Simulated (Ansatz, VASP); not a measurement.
## Y: VASP beside Ansatz

File INCAR:

```
PREC = Accurate
ENCUT = 520
EDIFF = 1E-7
ISMEAR = -1
SIGMA = 0.05
LREAL = F
LASPH = T
NELM = 80
ALGO = Normal
ISIF = 2
LWAVE = F
LCHARG = F
GGA = PE
NBANDS = 12
```

KPOINTS

```
Automatic mesh
0
Gamma
  9 9 9
```

POSCAR

```
Y
1.0
    0.0000000000      2.5688921568      2.5688921568
    2.5688921568      0.0000000000      2.5688921568
    2.5688921568      2.5688921568      0.0000000000
Y
1
Direct
    0.0000000000      0.0000000000      0.0000000000
```

File input.yaml:

```yaml
crystal:
  lattice:
    - [0.0, 2.5688921568, 2.5688921568]
    - [2.5688921568, 0.0, 2.5688921568]
    - [2.5688921568, 2.5688921568, 0.0]
  atoms:
    - { symbol: "Y", position: [0.0, 0.0, 0.0] }
hamiltonian:
  xc: pbe
  pseudopotentials: { kind: paw }
kpoints:
  mp_grid: { grid: [9, 9, 9] }
scf:
  occupations: { method: fermi_dirac, width: 0.05 }
output:
  forces: true
  stress: true
  eigenvalues: true
```

Change from the starting cell: volume scaled by 1.02.

Alike in both runs: task single point; functional PBE; k mesh 9 × 9 × 9; occupations fermi-dirac, width 0.05 eV; no spin polarisation.

|  | VASP | Ansatz |
| --- | --- | --- |
| version | VASP 6.6.1 | Ansatz 0.2.0 |
| potentials or method | VASP PAW PBE potentials, release 64 (Y_sv) | Ansatz PAW |
| plane-wave cutoff (eV) | 520 | 420 |
| valence electrons in the cell | 11 | 11 |

|  | VASP | Ansatz | Ansatz less VASP |
| --- | --- | --- | --- |
| gap on the k mesh at the Fermi level (eV) | none | none | - |
| pressure (GPa) | -1.6 | -1.5 | +0.09 |

A gap of «none» marks a metal or a gap that the smearing closes. The functional is the same, so the differences come from potentials, cutoffs and numerics.
